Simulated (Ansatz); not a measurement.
**TePb: how the settings move a single-point run**

Aim: see which settings change the result for TePb, by how much, and at what cost. The cell is built on a prototype (zincblende) and needn't be the phase found in nature.

Computed with Ansatz 0.2.0 (reference: DFT, HSE06, plane waves, PAW, unless a step's input says otherwise).

3 further runs of the same task are left out: 1 for a known fault of the program, 2 that didn't finish.

## Step 1: The system as given

It takes space group F-43m (No. 216, cubic). Conventional cell: a = 7.283 Å, b = 7.283 Å, c = 7.283 Å, α = 90.00°, β = 90.00°, γ = 90.00°. Around Pb (site symmetry -43m) lie 4 Te at 3.15 Å. Around Te (site symmetry -43m) lie 4 Pb at 3.15 Å.

Coordinates:

```cif
data_structure
_symmetry_space_group_name_H-M 'F-43m'
_symmetry_Int_Tables_number 216
_cell_length_a 7.2830
_cell_length_b 7.2830
_cell_length_c 7.2830
_cell_angle_alpha 90.000
_cell_angle_beta 90.000
_cell_angle_gamma 90.000
_cell_volume 386.30
loop_
_atom_site_label
_atom_site_type_symbol
_atom_site_symmetry_multiplicity
_atom_site_Wyckoff_symbol
_atom_site_fract_x
_atom_site_fract_y
_atom_site_fract_z
_atom_site_occupancy
Pb1 Pb 4 a 0.00000 0.00000 0.00000 1
Te1 Te 4 d 0.25000 0.25000 0.75000 1
```

## Step 2: Reference

Contents of input.yaml:

```yaml
crystal:
  lattice:
    - [0.0, 3.6414940629, 3.6414940629]
    - [3.6414940629, 0.0, 3.6414940629]
    - [3.6414940629, 3.6414940629, 0.0]
  atoms:
    - { symbol: Pb, position: [0.0, 0.0, 0.0] }
    - { symbol: Te, position: [0.25, 0.25, 0.25] }
kpoints:
  mp_grid: { grid: [4, 4, 4] }
hamiltonian:
  xc: hse06
scf:
  occupations: { method: fixed }
  n_extra_bands: 4
output:
  forces: true
  stress: true
  eigenvalues: true
```

The run is started by

```bash
ansatz run input.yaml --threads 4 --pin off --max-ram 3686MiB --backend cpu --events-out ev --progress --plain --runs-dir out
```

## Step 3: Changing settings: xc lda

input.yaml, as its differences from that of step 2:

```diff
@@ -11,3 +11,3 @@
 hamiltonian:
-  xc: hse06
+  xc: lda
 scf:
```

## Step 4: Changed: xc pbesol

input.yaml, as its differences from that of step 2:

```diff
@@ -11,3 +11,3 @@
 hamiltonian:
-  xc: hse06
+  xc: pbesol
 scf:
```

## Step 5: Changed: exchange pbe, correlation pbe, coeff 0.1

input.yaml, as its differences from that of step 2:

```diff
@@ -11,3 +11,3 @@
 hamiltonian:
-  xc: hse06
+  xc: { exchange: pbe, correlation: pbe, exx: { coeff: 0.1 } }
 scf:
```

## Step 6: Changed: singularity wigner_seitz

input.yaml, as its differences from that of step 2:

```diff
@@ -15,2 +15,3 @@
   n_extra_bands: 4
+  exx: { singularity: wigner_seitz }
 output:
```

## Step 7: A run with other settings

input.yaml, as its differences from that of step 2:

```diff
@@ -11,3 +11,3 @@
 hamiltonian:
-  xc: hse06
+  xc: hiss
 scf:
```

## Step 9: Variant: exchange pbe, correlation pbe, coeff 0.3, omega 0.2078

input.yaml, as its differences from that of step 2:

```diff
@@ -11,3 +11,6 @@
 hamiltonian:
-  xc: hse06
+  xc:
+    exchange: pbe
+    correlation: pbe
+    exx: { coeff: 0.3, omega: 0.2078 }
 scf:
```

(Steps that only read results are left out.)

**Question.** What will these runs give? Wanted: for each run, ending; energy change; pressure; gap; force.

As calculated:

| run | ending | energy change | pressure (GPa) | gap (eV) | force (eV/Å) | cycles | time |
| --- | --- | --- | --- | --- | --- | --- | --- |
| reference | converged | - | 0.0 | 0.97 | 0.00 | 14 | 69 s |
| 1: xc lda | converged | not comparable | -1.8 | 0.46 | 0.00 | 6 | 4.4 s |
| 2: xc pbesol | converged | not comparable | -0.9 | 0.53 | 0.00 | 6 | 4.7 s |
| 3: exchange pbe, correlation pbe, coeff 0.1 | converged | not comparable | 0.3 | 0.97 | 0.00 | 11 | 63 s |
| 4: singularity wigner_seitz | converged | - | 0.0 | 0.97 | 0.00 | 14 | 63 s |
| 5: xc hiss | refused | - | - | - | - | - | 7.5 s |
| 6: exchange pbe, correlation pbe, coeff 0.3, omega 0.2078 | converged | not comparable | -0.1 | 1.05 | 0.00 | 14 | 65 s |

Residual by cycle in the longest SCF loop of each run; runs are numbered as in the table. The quantity is the density residual dr2, in eV.

| cycle | reference | run 1 | run 2 | run 3 | run 4 | run 6 |
| --- | --- | --- | --- | --- | --- | --- |
| 1 | 0.0207 | 0.0101 | 0.00632 | 0.00412 | 0.0207 | 0.0281 |
| 2 | 0.00225 | 0.0017 | 9.8e-4 | 2.8e-4 | 0.00225 | 0.00334 |
| 3 | 0.00104 | 4.7e-4 | 1.2e-4 | 4.4e-5 | 0.00104 | 0.00162 |
| 4 | 6.0e-5 | 6.9e-6 | 7.5e-6 | 9.7e-7 | 6.0e-5 | 1.0e-4 |
| 5 | 3.1e-5 | 6.4e-7 | 6.9e-7 | 3.5e-7 | 3.1e-5 | 5.5e-5 |
| 6 | 1.6e-6 | 1.6e-8 | 3.0e-8 | - | 1.6e-6 | 2.5e-6 |

What this shows: Of the variants the dearest is «exchange pbe, correlation pbe, coeff 0.3, omega 0.2078» (65 s), the cheapest «xc lda» (4.4 s), on a shared host. The gap of the reference lacks spin-orbit coupling, though the cell holds Te and Pb. 1 of the 6 altered inputs did not end normally.
